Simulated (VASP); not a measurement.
Input of a VASP 6.6.1 run:

Contents of INCAR:

```
  ALGO = Fast
  EDIFF = 1E-6
  EDIFFG = -0.02
  ENCUT = 600
  GGA = PS
  IBRION = 2
  ISIF = 3
  ISMEAR = -1
  IVDW = 11
  LASPH = T
  LCHARG = F
  LREAL = F
  LWAVE = F
  NELM = 80
  NSW = 40
  PREC = Accurate
  SIGMA = 0.05
```

File KPOINTS:

```
k-points
0
Gamma
  9 9 2
```

File POSCAR:

```
MoSe2
1.0
    3.2880000000      0.0000000000      0.0000000000
   -1.6440000000      2.8474915276      0.0000000000
    0.0000000000      0.0000000000     12.9000000000
Mo Se
2 4
Direct
    0.6666666667      0.3333333333      0.7500000000
    0.3333333333      0.6666666667      0.2500000000
    0.6666666667      0.3333333333      0.3750000000
    0.3333333333      0.6666666667      0.8750000000
    0.6666666667      0.3333333333      0.1250000000
    0.3333333333      0.6666666667      0.6250000000
```

Potentials or basis: VASP PAW PBE potentials, release 64 (Mo_sv, Se).

Run with:

```console
$ cat potpaw_PBE.64/Mo_sv/POTCAR potpaw_PBE.64/Se/POTCAR > POTCAR
$ mpirun -np 1 vasp_std > vasp.out
```

Question: Predict the relaxed cell.

Answer: a = 3.251 Å, b = 3.251 Å, c = 12.617 Å, α = 90.00°, β = 90.00°, γ = 120.00°.

Question: Estimate the dispersion energy per atom.

Answer: -0.258 eV.

Forces on the atoms (eV/Å):
```
Mo   0.000  0.000  0.000
Mo   0.000  0.000  0.000
Se   0.000  0.000  0.007
Se   0.000  0.000  0.007
Se   0.000  0.000 -0.007
Se   0.000  0.000 -0.007
```

Caveat: the PAW data sets were made with another functional, which shifts forces and pressure a little.
